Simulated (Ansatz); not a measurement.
**Structures of MgSi: which is lowest?**

Plane-wave DFT in Ansatz with scalar-relativistic PAW potentials, cutoff 420 eV, Γ-centred meshes chosen by cell and gap, Gaussian smearing with energies taken to zero width. Every cell was relaxed (cell and atoms) in a run of its own, within the symmetry of its start. Functional: PBEsol.

Relaxed structures (starts from databases or built by putting these elements on another compound's sites):
A. Cmcm, 4 atoms in the computed cell, a = 4.038 Å, b = 10.040 Å, c = 3.641 Å; sites (symmetry × multiplicity) Mg m2m × 4, Si m2m × 4; start: built
B. Pnma, 8 atoms in the computed cell, a = 5.704 Å, b = 3.587 Å, c = 7.473 Å; sites (symmetry × multiplicity) Si .m. × 4, Mg .m. × 4; start: built

Problem. Rank them by energy. Could pressure change the order?

Solution.
| structure | group | E − E(lowest) (meV/atom) | V (Å³/atom) | gap on mesh (eV) |
| --- | --- | --- | --- | --- |
| A | Cmcm | 0.0 | 18.45 | 0.00 |
| B | Pnma | 50 | 19.11 | 0.00 |

A is lowest, 50 meV/atom under B. The lowest is also the densest of these, so pressure wouldn't bring one of the others in at first order. Other structures may lie lower than all of these, and vibrations aren't counted.